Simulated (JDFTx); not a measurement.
BaS:

```
Ba S
1.0
     0.00000    3.19375    3.19375
     3.19375    0.00000    3.19375
     3.19375    3.19375    0.00000
Ba S
1 1
Direct
  0.00000 0.00000 0.00000
  0.50000 0.50000 0.50000
```

Below is the output of JDFTx 1.7.0 (patched build) for this cell. Logs are shortened: lines on timing, memory, paths and dates and some standing lists are left out, and cuts for length are marked.

```text
*************** JDFTx 1.7.0 (patched build) ***************

Input parsed successfully to the following command list (including defaults):
[... the input with its defaults ...]

---------- Setting up symmetries ----------

Found 48 point-group symmetries of the bravais lattice
Found 48 space-group symmetries with basis
Applied RMS atom displacement 0 bohrs to make symmetries exact.

---------- Initializing the Grid ----------
R =
[            0      6.03531      6.03531  ]
[      6.03531            0      6.03531  ]
[      6.03531      6.03531            0  ]
unit cell volume = 439.673
G =
[  -0.520535   0.520535   0.520535  ]
[   0.520535  -0.520535   0.520535  ]
[   0.520535   0.520535  -0.520535  ]
Minimum fftbox size, Smin = [  56  56  56  ]
Chosen fftbox size, S = [  56  56  56  ]

---------- Initializing tighter grid for wavefunction operations ----------
R =
[            0      6.03531      6.03531  ]
[      6.03531            0      6.03531  ]
[      6.03531      6.03531            0  ]
unit cell volume = 439.673
G =
[  -0.520535   0.520535   0.520535  ]
[   0.520535  -0.520535   0.520535  ]
[   0.520535   0.520535  -0.520535  ]
Minimum fftbox size, Smin = [  40  40  40  ]
Chosen fftbox size, S = [  40  40  40  ]

---------- Exchange Correlation functional ----------
Initialized LibXC exchange functional 'Hammer, Hansen, and Norskov'
Initialized LibXC correlation functional 'Perdew, Burke & Ernzerhof'

---------- Setting up pseudopotentials ----------
Width of ionic core gaussian charges (only for fluid interactions / plotting) set to 0

Reading pseudopotential file 'pseudo/Ba.upf':
  'Ba' pseudopotential, 'PBE' functional
  Generated using ONCVPSP code by D. R. Hamann
  10 valence electrons, 3 orbitals, 8 projectors, 1001 radial grid points, with lMax = 3
    5S    l: 0   occupation:  2.0   eigenvalue: -1.237518
[... 57 lines left out ...]
	FillingsUpdate:  mu: +0.296891468  nElectrons: 16.000000
SCF: Cycle:  4   F: -36.092461522835201   dF: -1.538e-04   |Residual|: 1.576e-03   |deigs|: 3.898e-04
	FillingsUpdate:  mu: +0.297380969  nElectrons: 16.000000
SCF: Cycle:  5   F: -36.092557801783663   dF: -9.628e-05   |Residual|: 6.291e-04   |deigs|: 3.064e-04
	FillingsUpdate:  mu: +0.297592563  nElectrons: 16.000000
SCF: Cycle:  6   F: -36.092614263808962   dF: -5.646e-05   |Residual|: 2.719e-04   |deigs|: 2.083e-04
	FillingsUpdate:  mu: +0.297741887  nElectrons: 16.000000
SCF: Cycle:  7   F: -36.092648597979526   dF: -3.433e-05   |Residual|: 1.780e-04   |deigs|: 1.801e-04
[... 47 lines left out ...]
SCF: Cycle: 31   F: -36.092707306570453   dF: -7.081e-09   |Residual|: 1.743e-06   |deigs|: 2.552e-05
	FillingsUpdate:  mu: +0.297850130  nElectrons: 16.000000
SCF: Cycle: 32   F: -36.092707310807015   dF: -4.237e-09   |Residual|: 3.354e-06   |deigs|: 1.930e-05
	FillingsUpdate:  mu: +0.297849872  nElectrons: 16.000000
SCF: Cycle: 33   F: -36.092707314367615   dF: -3.561e-09   |Residual|: 7.663e-06   |deigs|: 2.141e-05
	FillingsUpdate:  mu: +0.297849843  nElectrons: 16.000000
SCF: Cycle: 34   F: -36.092707316423159   dF: -2.056e-09   |Residual|: 8.279e-06   |deigs|: 1.543e-05
	FillingsUpdate:  mu: +0.297849690  nElectrons: 16.000000
SCF: Cycle: 35   F: -36.092707318202763   dF: -1.780e-09   |Residual|: 1.107e-05   |deigs|: 1.825e-05
	FillingsUpdate:  mu: +0.297849625  nElectrons: 16.000000
SCF: Cycle: 36   F: -36.092707319398698   dF: -1.196e-09   |Residual|: 1.281e-05   |deigs|: 1.659e-05
	FillingsUpdate:  mu: +0.297849802  nElectrons: 16.000000
SCF: Cycle: 37   F: -36.092707320357256   dF: -9.586e-10   |Residual|: 1.199e-05   |deigs|: 1.562e-05
	FillingsUpdate:  mu: +0.297850652  nElectrons: 16.000000
SCF: Cycle: 38   F: -36.092707321159722   dF: -8.025e-10   |Residual|: 4.707e-06   |deigs|: 1.185e-05
SCF: Converged (|Delta E|<1.000000e-09 for 2 iters).

Setting wave functions to eigenvectors of Hamiltonian
Converging empty states (this may take a while):
EmptyStates: None of the convergence criteria satisfied.
|deigs|: 3.383e-04

# Stress tensor in Cartesian coordinates [Eh/a0^3]:
[ -7.63707e-05            0            0  ]
[            0 -7.63707e-05            0  ]
[            0            0 -7.63707e-05  ]

# Ionic positions in lattice coordinates:
ion Ba   0.000000000000000   0.000000000000000   0.000000000000000 1
ion S   0.500000000000000   0.500000000000000   0.500000000000000 1

# Forces in Cartesian coordinates:
force Ba   0.000000000000000   0.000000000000000  -0.000000000000000 1
force S   0.000000000000000  -0.000000000000000   0.000000000000000 1

# Energy components:
   Eewald =      -31.2456541999303354
       EH =        4.6472466875140315
     Eloc =      -18.6340825228002416
      Enl =        5.3725013772486836
      Exc =       -9.8201871764307764
 Exc_core =        3.0922429743830735
       KE =       10.4952255388558413
-------------------------------------
     Etot =      -36.0927073211597218
       TS =        0.0000000000000001
-------------------------------------
        F =      -36.0927073211597218

IonicMinimize: Iter:   0  F: -36.092707321159722  |grad|_K:  4.612e-41
IonicMinimize: Converged (|grad|_K<1.000000e-04).

#--- Lowdin population analysis ---
# oxidation-state Ba +1.612
# oxidation-state S -1.340

Dumping 'run.eigStats' ...
	eMin: -0.739559 at state 0 ( [ +0.000000 +0.000000 +0.000000 ] spin 0 )
	HOMO: +0.218124 at state 0 ( [ +0.000000 +0.000000 +0.000000 ] spin 0 )
	mu  : +0.297851
	LUMO: +0.307299 at state 14 ( [ +0.000000 +0.428571 +0.428571 ] spin 0 )
	eMax: +0.550512 at state 19 ( [ +0.142857 +0.428571 -0.285714 ] spin 0 )
	HOMO-LUMO gap: +0.089175
	Optical gap  : +0.093364 at state 14 ( [ +0.000000 +0.428571 +0.428571 ] spin 0 )
WARNING: the last solve of the electrons (or of bands or displaced states from it) ended unconverged.
Done!
[note: the Lowdin charges miss the electrons that lie outside the files' atomic orbitals]
[note: mu as printed may lie anywhere between the filled and the empty levels]
```

Q: Write the input and the command behind it.

A: Single point with RPBE, no spin polarisation. The files as run (others can give the same):

BaS.in
```
include BaS.lattice
coords-type Lattice
include BaS.ionpos

ion-species pseudo/Ba.upf
ion-species pseudo/S.upf
elec-cutoff 26 208
elec-ex-corr gga-x-rpbe gga-c-pbe
kpoint-folding 7 7 7
elec-smearing Gauss 0.00091873305
elec-n-bands 14
electronic-SCF nIterations 100 energyDiffThreshold 1e-09
electronic-minimize nIterations 30 energyDiffThreshold 1e-7
converge-empty-states yes
forces-output-coords Cartesian

dump-name run.$VAR
dump End Ecomponents EigStats BandEigs Kpoints Forces Stress
```

BaS.lattice
```
lattice \
    0.0000000000     6.0353128105     6.0353128105 \
    6.0353128105     0.0000000000     6.0353128105 \
    6.0353128105     6.0353128105     0.0000000000
```

BaS.ionpos
```
ion Ba     0.0000000000     0.0000000000     0.0000000000 1
ion S      0.5000000000     0.5000000000     0.5000000000 1
```

Potentials or basis: PseudoDojo-SR-PBE-0.5-standard with smoothed tails.
Run with:
```sh
$ jdftx -c 1 -i BaS.in -o BaS.out
```

Caveat: the empty levels aren't tightly converged; spin-orbit coupling is left out, which moves the levels of the heavy elements; an odd mesh through Γ misses points on the zone boundary, where band edges often lie.
